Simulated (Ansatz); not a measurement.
## PbF2 (fluorite): gap against strain (epitaxial in the xy plane)

Fluorite PbF2, relaxed with r2SCAN in Ansatz 0.2.0, then strained (epitaxial in the xy plane; changes of length per length, axes as in the cell below) with the atoms relaxed again within the symmetry that is left. Space group Fm-3m (No. 225), cubic; a = 5.921 Å in the conventional setting, 17.30 Å³ an atom. Pb has 8 F at 2.56 Å; F has 4 Pb at 2.56 Å. Calculated for a static, non-magnetic cell.

```xyz
3
Lattice="0.0000 2.9604 2.9604 2.9604 0.0000 2.9604 2.9604 2.9604 0.0000" Properties=species:S:1:pos:R:3 pbc="T T T"
Pb    0.0000    0.0000    0.0000
F     1.4802    1.4802    1.4802
F     4.4407    4.4407    4.4407
```

Gaps are the least over each mesh (PBE 8×8×8, r2SCAN 8×8×8, HSE06 6×6×6 when unstrained) and the special points, which keep their unstrained names; stress is the change from the unstrained cell, compression positive.

```
strain (%)  free normal strain (%)  gap, PBE (eV)  gap, r2SCAN (eV)  gap, HSE06 (eV)               edges, HSE06  in-plane stress, r2SCAN (GPa)  energy rise, r2SCAN (meV/atom)
      -1.0                   +1.07          4.366             4.873            5.663  (0.281, -1/2, -0.219) → X                          +1.10                             1.2
       0.0                    0.00          4.419             4.931            5.727                      W → X                           0.00                             0.0
     +1.13                   -1.15          4.332             4.841            5.642                      W → X                          -1.25                             1.5
```

Question: Estimate the row for a strain of +2.5 %.

Answer:
```
strain (%)  free normal strain (%)  gap, PBE (eV)  gap, r2SCAN (eV)  gap, HSE06 (eV)  edges, HSE06  in-plane stress, r2SCAN (GPa)  energy rise, r2SCAN (meV/atom)
      +2.5                   -2.49          4.240             4.744            5.551         W → X                          -2.75                             7.4
```

Between zero and the nearest strains the slope of the HSE06 gap against strain is +0.064 eV per percent for negative and -0.076 for positive strain; it falls either way, as happens when edge states split or other valleys take over.

Spin-orbit coupling is left out; in compounds of Pb, Bi, Tl or Hg it can lower a gap by up to about 1 eV, split its edges or invert the bands.

Where an edge lies off the special points, it is a point of the mesh or the k point where a search put PBE's edge or least direct gap, reused for the other functionals, whose own edges may lie a little apart.

Coordinates of k points refer to the reciprocal vectors of the primitive cell of the runs.

The meshes of the hybrids are coarse, so their gaps aren't converged to the digits shown.
